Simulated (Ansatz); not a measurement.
# AlNi in Ansatz: the effect of functional

Crystal: AlNi.

```
Ni Al
1.0
     2.84206    0.00000    0.00000
     0.00000    2.84206    0.00000
     0.00000    0.00000    2.84206
Ni Al
1 1
Cartesian
  1.4210 1.4210 1.4210
  0.0000 0.0000 0.0000
```

The cell isn't the ideal one: volume scaled by 0.96.

Alike in all runs:

- Program: Ansatz 0.2.0
- Task: single point
- Potentials or basis: Ansatz PAW
- k mesh: 9 × 9 × 9
- Occupations: fermi-dirac, width 0.05 eV
- Spin: collinear spin, ferromagnetic start
- Starting moments: [1.0, 0.0] μB

| functional | cutoff | pressure (GPa) |
| --- | --- | --- |
| LDA | 420 eV (not typed: the program's choice for these potentials) | -1.9 |
| r2SCAN | 500 eV (not typed: the program's choice for these potentials) | ? |
| PBE | 420 eV (not typed: the program's choice for these potentials) | 9.5 |

Task: What does the run with functional r2SCAN give?

Result: Pressure 4.0 GPa.

Caveats: the starting moments weren't kept; the PAW data sets come from PBE, with cores solved anew for the run's functional, which leaves a small shift of forces and pressure (some runs); the magnetic or orbital state may not be the lowest (some runs).
